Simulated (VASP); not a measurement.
# Cd8O7 (a cell with a defect) in VASP: notebook

The runs below take Cd8O7 (a cell with a defect) through single point, with PBE.

Everything below comes from runs of VASP 6.6.1. Logs are shortened: lines on timing, memory, paths and dates and some standing lists are left out, and cuts for length are marked.

## 1. The crystal as given

The cell holds a defect, 15 atoms: a = 6.673 Å, b = 6.673 Å, c = 6.673 Å, α = 60.00°, β = 60.00°, γ = 60.00°.

## 2. Single point, PBE

Input file INCAR:

```
PREC = Accurate
ENCUT = 520
EDIFF = 1E-6
ISMEAR = -1
SIGMA = 0.05
LREAL = Auto
LASPH = True
NELM = 100
ALGO = Fast
ISIF = 2
LWAVE = False
LCHARG = False
GGA = PE
NBANDS = 82
```

Input file KPOINTS:

```
regular mesh
0
Gamma
  3 3 3
```

Input file POSCAR:

```
Cd8O7
1.0
    0.0000000000      4.7182369200      4.7182369200
    4.7182369200      0.0000000000      4.7182369200
    4.7182369200      4.7182369200      0.0000000000
Cd O
8 7
Direct
    0.0007088453     -0.0003487532      0.0004907553
   -0.0034037078     -0.0043356237      0.5045436548
   -0.0033065317      0.5036637711     -0.0035180514
   -0.0035647850      0.5039076122      0.5048104918
    0.5046159276     -0.0042987456     -0.0033583519
    0.5048880631     -0.0044814409      0.5046229217
    0.5049114829      0.5039244617     -0.0037452549
    0.5006459065      0.4996489239      0.5005009371
    0.2507227848      0.2498275352      0.2505784512
    0.2508091518      0.2492604801      0.7508448728
    0.2504129233      0.7496998476      0.2507331701
    0.2506989412      0.7494057759      0.7505174200
    0.7506774374      0.2498325158      0.2503848408
    0.7507572341      0.2496285201      0.7503717088
    0.7505854539      0.7499339393      0.2502623374
```

Potentials or basis: VASP PAW PBE potentials, release 64 (Cd, O).

Command:

```sh
cat potpaw_PBE.64/Cd/POTCAR potpaw_PBE.64/O/POTCAR > POTCAR
mpirun -np 1 vasp_std > vasp.out
```

OUTCAR:

```text
PREC = Accurate
   ENCUT = 520
   EDIFF = 1E-6
   ISMEAR = -1
   LREAL = Auto
   LASPH = True
   NELM = 100
   ISIF = 2
   GGA = PE

 ion  position               nearest neighbor table
   1  0.001  1.000  0.000-  10 2.36  15 2.36  11 2.36  14 2.36  13 2.36  12 2.36   7 3.34   4 3.34
                             6 3.34   5 3.34   2 3.34   3 3.34   3 3.34   2 3.34   5 3.34   6 3.34
   2  0.997  0.996  0.505-  11 2.36  14 2.36  12 2.36  13 2.36   9 2.40   4 3.28   6 3.28   3 3.28
                             5 3.28   8 3.34   1 3.34   1 3.34   8 3.34   5 3.39   3 3.39   6 3.39
   3  0.997  0.504  0.996-  12 2.36  13 2.36  15 2.36  10 2.36   9 2.40   4 3.28   7 3.28   2 3.28
                             5 3.28   8 3.34   1 3.34   1 3.34   8 3.34   5 3.39   2 3.39   7 3.39
   4  0.996  0.504  0.505-  11 2.36  14 2.36  15 2.36  10 2.36   9 2.40   7 3.28   6 3.28   3 3.28
                             2 3.28   8 3.34   1 3.34   1 3.34   8 3.34   2 3.39   3 3.39   6 3.39
   5  0.505  0.996  0.997-  15 2.36  10 2.36  14 2.36  11 2.36   9 2.40   7 3.28   6 3.28   2 3.28
                             3 3.28   8 3.34   1 3.34   1 3.34   8 3.34   3 3.39   2 3.39   6 3.39
   6  0.505  0.996  0.505-  15 2.36  10 2.36  13 2.36  12 2.36   9 2.40   4 3.28   7 3.28   2 3.28
                             5 3.28   8 3.34   1 3.34   1 3.34   8 3.34   5 3.39   2 3.39   7 3.39
   7  0.505  0.504  0.996-  13 2.36  12 2.36  14 2.36  11 2.36   9 2.40   4 3.28   6 3.28   3 3.28
                             5 3.28   1 3.34   8 3.34   8 3.34   1 3.34   5 3.39   3 3.39   6 3.39
   8  0.501  0.500  0.501-  12 2.36  13 2.36  14 2.36  11 2.36  15 2.36  10 2.36   4 3.34   6 3.34
                             5 3.34   3 3.34   2 3.34   7 3.34   7 3.34   2 3.34   3 3.34   5 3.34
   9  0.251  0.250  0.251-   5 2.40   3 2.40   6 2.40   7 2.40   2 2.40   4 2.40
  10  0.251  0.249  0.751-   5 2.36   1 2.36   6 2.36   3 2.36   8 2.36   4 2.36
  11  0.250  0.750  0.251-   2 2.36   4 2.36   1 2.36   8 2.36   5 2.36   7 2.36
  12  0.251  0.749  0.751-   8 2.36   3 2.36   7 2.36   2 2.36   1 2.36   6 2.36
  13  0.751  0.250  0.250-   3 2.36   8 2.36   7 2.36   1 2.36   2 2.36   6 2.36
  14  0.751  0.250  0.750-   2 2.36   8 2.36   4 2.36   1 2.36   5 2.36   7 2.36
  15  0.751  0.750  0.250-   5 2.36   1 2.36   6 2.36   3 2.36   8 2.36   4 2.36

  LATTYP: Found a face centered cubic cell.
 ALAT       =     9.4364738400

  Lattice vectors:

 A1 = (   0.0000000000,   4.7182369200,   4.7182369200)
 A2 = (   4.7182369200,   0.0000000000,   4.7182369200)
 A3 = (   4.7182369200,   4.7182369200,   0.0000000000)

Analysis of symmetry for initial positions (statically):
=====================================================================
 Subroutine PRICEL returns:
 Original cell was already a primitive cell.

 Routine SETGRP: Setting up the symmetry group for a
 face centered cubic supercell.

 Subroutine GETGRP returns: Found  1 space group operations
 (whereof  1 operations were pure point group operations)
 out of a pool of 48 trial point group operations.

The static configuration has the point symmetry C_1 .

Analysis of symmetry for dynamics (positions and initial velocities):
=====================================================================
 Subroutine PRICEL returns:
 Original cell was already a primitive cell.

 Routine SETGRP: Setting up the symmetry group for a
 face centered cubic supercell.

 Subroutine GETGRP returns: Found  1 space group operations
 (whereof  1 operations were pure point group operations)
 out of a pool of 48 trial point group operations.

The dynamic configuration has the point symmetry C_1 .

 Subroutine INISYM returns: Found  1 space group operations
 (whereof  1 operations are pure point group operations),
 and found     1 'primitive' translations

----------------------------------------------------------------------------------------

                                     Primitive cell

  volume of cell :     210.0725

  direct lattice vectors                    reciprocal lattice vectors
     0.000000000  4.718236920  4.718236920    -0.105971787  0.105971787  0.105971787
     4.718236920  0.000000000  4.718236920     0.105971787 -0.105971787  0.105971787
     4.718236920  4.718236920  0.000000000     0.105971787  0.105971787 -0.105971787

  length of vectors
     6.672594643  6.672594643  6.672594643     0.183548520  0.183548520  0.183548520

  position of ions in fractional coordinates (direct lattice)
     0.000708845  0.999651247  0.000490755
[... 61 lines left out ...]
  0.000000  0.000000  0.000000      1.000000
  0.333333  0.000000  0.000000      2.000000
  0.000000  0.333333  0.000000      2.000000
  0.000000  0.000000  0.333333      2.000000
  0.333333  0.333333  0.333333      2.000000
  0.333333  0.333333  0.000000      2.000000
  0.000000  0.333333  0.333333      2.000000
  0.333333  0.000000  0.333333      2.000000
 -0.333333  0.333333  0.000000      2.000000
  0.000000 -0.333333  0.333333      2.000000
  0.333333  0.000000 -0.333333      2.000000
  0.333333  0.333333 -0.333333      2.000000
 -0.333333  0.333333 -0.333333      2.000000
  0.333333 -0.333333 -0.333333      2.000000
   k-points           NKPTS =     14   k-points in BZ     NKDIM =     14   number of bands    NBANDS=     82
   number of dos      NEDOS =    301   number of ions     NIONS =     15
   total plane-waves  NPLWV = 125000
   dimension x,y,z NGX =    50 NGY =   50 NGZ =   50
   dimension x,y,z NGXF=   100 NGYF=  100 NGZF=  100
   ions per type =               8   7
   NGX,Y,Z   is equivalent  to a cutoff of  12.46, 12.46, 12.46 a.u.
   NGXF,Y,Z  is equivalent  to a cutoff of  24.91, 24.91, 24.91 a.u.
 SYSTEM =  unknown system
   PREC   = accura    normal or accurate (medium, high low for compatibility)
   ISTART =      0    job   : 0-new  1-cont  2-samecut
   ICHARG =      2    charge: 1-file 2-atom 10-const
   ISPIN  =      1    spin polarized calculation?
   LNONCOLLINEAR =      F non collinear calculations
   LSORBIT =      F    spin-orbit coupling
   LASPH  =      T    aspherical Exc in radial PAW
   ENCUT  =  520.0 eV  38.22 Ry    6.18 a.u.  12.41 12.41 12.41*2*pi/ulx,y,z
   NELM   =    100;   NELMIN=  2; NELMDL= -5     # of ELM steps
   EDIFF  = 0.1E-05   stopping-criterion for ELM
   LREAL  =      T    real-space projection
   EDIFFG = 0.1E-04   stopping-criterion for IOM
   NSW    =      0    number of steps for IOM
   IBRION =     -1    ionic relax: 0-MD 1-quasi-New 2-CG
   NFREE  =      0    steps in history (QN), initial steepest desc. (CG)
   ISIF   =      2    stress and relaxation
   ISYM   =      2    0-nonsym 1-usesym 2-fastsym
   POTIM  = 0.5000    time-step for ionic-motion
   TEBEG  =    0.0;   TEEND  =   0.0 temperature during run
   PSTRESS=    0.0 pullay stress
   NELECT =     138.0000    total number of electrons
   NUPDOWN=      -1.0000    fix difference up-down
   EMIN   =  10.00;   EMAX   =-10.00  energy-range for DOS
   EFERMI =   0.00;   METHOD = LEGACY
   ISMEAR =    -1;   SIGMA  =   0.05  broadening in eV -4-tet -1-fermi 0-gaus
   EFERMI_NEDOS =   21; number of points for ismear=-14 and -15
   IALGO  =     68    algorithm
   IMIX   =      4    mixing-type and parameters
     AMIX     =   0.40;   BMIX     =  1.00
     AMIX_MAG =   1.60;   BMIX_MAG =  1.00
  volume/ion in A,a.u.               =      14.00        94.51
  Fermi-wavevector in a.u.,A,eV,Ry     =   1.423131  2.689327 27.555892  2.025301
  Thomas-Fermi vector in A             =   2.543761
   LORBIT       =      0    0 simple, 1 ext, 2 COOP (PROOUT), +10 PAW based schemes
   GGA     = PE    functional components
   LHFCALC =     F    Hartree Fock is set to
   AEXX    =    0.0000 exact exchange contribution
   IVDW    =     0    specifies the selected vdW correction
   LEPSILON=     F    determine dielectric tensor
   LRPA    =     F    only Hartree local field effects (RPA)
 non-spin polarized calculation
 RMM-DIIS sequential band-by-band and
  energy-cutoff  :      520.00
  volume of cell :      210.07
 maximum number of plane-waves:      5673
 NGX is ok and might be reduce to    50
   NGX = 25   NGY = 25   NGZ = 25

 number of electron     138.0000046 magnetization

 Free energy of the ion-electron system (eV)
  ---------------------------------------------------
  ext. energy  EPLUGINS =         0.00000000
  ---------------------------------------------------
  free energy    TOTEN  =       -53.95946080 eV

  energy without entropy =      -53.95904155  energy(sigma->0) =      -53.95925117

 E-fermi :   3.4493     XC(G=0): -11.4461

 val. band max:        3.0832203941   @ k =   0.3333   0.3333  -0.3333
 cond. band min:       3.6916984464   @ k =   0.0000   0.0000   0.0000
 fundamental gap:      0.6084780522
 Fermi energy:         3.4493078374

 k-point     1 :       0.0000    0.0000    0.0000
  band No.  band energies     occupation
      1     -15.4669      2.00000
      2     -14.9464      2.00000
      3     -14.9463      2.00000
      4     -14.8004      2.00000
      5     -14.8004      2.00000
      6     -14.8004      2.00000
[... 1165 lines left out ...]
     80       9.6588      0.00000
     81       9.7585      0.00000
 [bands above 81 left out]

------------------------ aborting loop because EDIFF is reached ----------------------------------------

  FORCE on cell =-STRESS in cart. coord.  units (eV):
  Direction    XX          YY          ZZ          XY          YZ          ZX
  --------------------------------------------------------------------------------------
  -------------------------------------------------------------------------------------
  Total        5.7782880      5.7769475      5.7743864      0.0000131     -0.0002155     -0.0000655
  in kB       44.0697453     44.0595211     44.0399881      0.0000996     -0.0016438     -0.0004996
  external PRESSURE =      44.0564181 kB  Pullay stress =       0.0000000 kB

 VOLUME and BASIS-vectors are now :
 -----------------------------------------------------------------------------
  energy-cutoff  :      520.00
  volume of cell :      210.07
      direct lattice vectors                 reciprocal lattice vectors
     0.000000000  4.718236920  4.718236920    -0.105971787  0.105971787  0.105971787
     4.718236920  0.000000000  4.718236920     0.105971787 -0.105971787  0.105971787
     4.718236920  4.718236920  0.000000000     0.105971787  0.105971787 -0.105971787

 POSITION                                       TOTAL-FORCE (eV/Angst)
 -----------------------------------------------------------------------------------
      4.71891      0.00566      4.71994        -0.001898      0.000380     -0.001103
      7.07834      7.08273      9.39996         0.002621      0.004154     -0.038926
      7.07804      9.40427      7.07904         0.002818     -0.038022      0.001613
      4.75937      7.08323      7.07897         0.038691      0.001596     -0.000897
      9.40035      7.08329      7.07885        -0.041773      0.002932      0.000913
      7.07802      4.76311      7.07927         0.001662      0.042374     -0.001347
      7.07820      7.08286      4.75993         0.002413      0.001649      0.040096
      4.71894      4.72365      4.71963        -0.000920      0.002461      0.001355
      2.36103      2.36526      2.36172         0.000940     -0.001987     -0.003100
      4.71873      4.72604      2.35945        -0.001713     -0.008963      0.004774
      4.72028      2.36453      4.71877        -0.005619     -0.000706      0.002638
      7.07699      4.72398      4.71873         0.004416     -0.004923      0.003712
      2.36014      4.72325      4.72064         0.000927     -0.001122     -0.003497
      4.71824      7.08268      4.72006        -0.000288     -0.002133     -0.001185
      4.71916      4.72224      7.07981        -0.002278      0.002312     -0.005046
 -----------------------------------------------------------------------------------
    total drift:                               -0.006749     -0.037663     -0.011419

  FREE ENERGIE OF THE ION-ELECTRON SYSTEM (eV)
  ---------------------------------------------------
  free  energy   TOTEN  =       -53.9594607951 eV

  energy  without entropy=      -53.9590415470  energy(sigma->0) =      -53.95925117
```

Run time: 4.5 min. Hardware: 1 thread of Intel Xeon 6975P-C (Granite Rapids), shared host; peak memory 0.43 GiB.

What came out:

```
Free energy            : -53.9595 eV
Pressure               : 4.4 GPa
Largest force          : 0.042 eV/Å
Band gap on the k mesh : 0.61 eV, indirect (least direct gap 1.05 eV)
```

Forces on the atoms (eV/Å):
```
Cd  -0.002  0.000 -0.001
Cd   0.003  0.004 -0.039
Cd   0.003 -0.038  0.002
Cd   0.039  0.002 -0.001
Cd  -0.042  0.003  0.001
Cd   0.002  0.042 -0.001
Cd   0.002  0.002  0.040
Cd  -0.001  0.002  0.001
O    0.001 -0.002 -0.003
O   -0.002 -0.009  0.005
O   -0.006 -0.001  0.003
O    0.004 -0.005  0.004
O    0.001 -0.001 -0.003
O    0.000 -0.002 -0.001
O   -0.002  0.002 -0.005
```

Levels at points of the mesh, in eV from the valence-band top:
```csv
k point,band 66,band 67,band 68,band 69,band 70,band 71,band 72,band 73
"(0.00, 0.00, 0.00)",-1.42,-1.42,-1.36,-1.36,0.61,2.45,2.45,2.69
```

Expect the measured gap to be larger: semilocal functionals such as PBE lack the derivative discontinuity.

## 3. Single point, PBE

INCAR, as its differences from that of step 2:

```diff
@@ -11,4 +11,6 @@
 LWAVE = False
-LCHARG = False
+LCHARG = True
 GGA = PE
+LELF = True
+LVHAR = True
 NBANDS = 82
```

KPOINTS is that of step 2.

Input file POSCAR:

```
Cd8O7
1.0
    0.0000000000      4.7182369200      4.7182369200
    4.7182369200      0.0000000000      4.7182369200
    4.7182369200      4.7182369200      0.0000000000
Cd O
8 7
Direct
   -0.0130367553      0.0015070248     -0.0129521898
    0.0351918530     -0.0075734857      0.4660553375
   -0.0065155694      0.5173786398     -0.0064587685
   -0.0197558964      0.5092741295      0.5209261514
    0.4660409253     -0.0076514810      0.0352295789
    0.5078021813      0.0031560518      0.5078672480
    0.5208008927      0.5092300452     -0.0196382678
    0.5140490063      0.4744365402      0.5141200074
    0.2506191444      0.2725387728      0.2507155787
    0.2377220600      0.2478790319      0.7580373899
    0.2506117264      0.7343040544      0.2507166385
    0.2631773311      0.7425407116      0.7433573302
    0.7579087402      0.2480394732      0.2377928491
    0.7502369126      0.1332846380      0.7503187229
    0.7433140937      0.7426526178      0.2631947105
```

Potentials or basis: VASP PAW PBE potentials, release 64 (Cd, O).

Command:

```sh
cat potpaw_PBE.64/Cd/POTCAR potpaw_PBE.64/O/POTCAR > POTCAR
mpirun -np 1 vasp_std > vasp.out
```

Run time: 4.6 min. Hardware: 1 thread of Intel Xeon 6975P-C (Granite Rapids), shared host; peak memory 0.43 GiB.

Results (log left out):

```yaml
Free_energy: -53.3835 eV
Pressure: 5.8 GPa
Largest_force: 1.170 eV/Å
Band_gap_on_the_k_mesh: 0.82 eV, indirect (least direct gap 1.10 eV)
```

Forces in eV/Å, atoms in the order of the input:
```
Cd  -0.006  0.052 -0.006
Cd   0.008 -0.001 -0.217
Cd  -0.110  0.046 -0.110
Cd   0.032  0.000 -0.018
Cd  -0.216 -0.001  0.007
Cd  -0.111 -0.046 -0.111
Cd  -0.018  0.000  0.032
Cd  -0.005 -0.059 -0.005
O   -0.058 -0.001 -0.057
O   -0.100  0.028 -0.058
O   -0.027  0.001 -0.027
O   -0.056 -0.029 -0.099
O   -0.059  0.028 -0.101
O    0.826  0.010  0.828
O   -0.100 -0.028 -0.058
```

Stress tensor (GPa, compression positive):
```
 6.26  0.00 -1.02
 0.00  4.96  0.00
-1.02  0.00  6.27
```

Levels at points of the mesh, in eV from the valence-band top:
| k point | band 66 | band 67 | band 68 | band 69 | band 70 | band 71 | band 72 | band 73 |
| --- | --- | --- | --- | --- | --- | --- | --- | --- |
| (0.00, 0.00, 0.00) | -1.57 | -1.42 | -1.42 | -1.36 | 0.82 | 2.04 | 2.48 | 2.75 |

A hybrid or GW would open this gap; PBE tends to underestimate it.
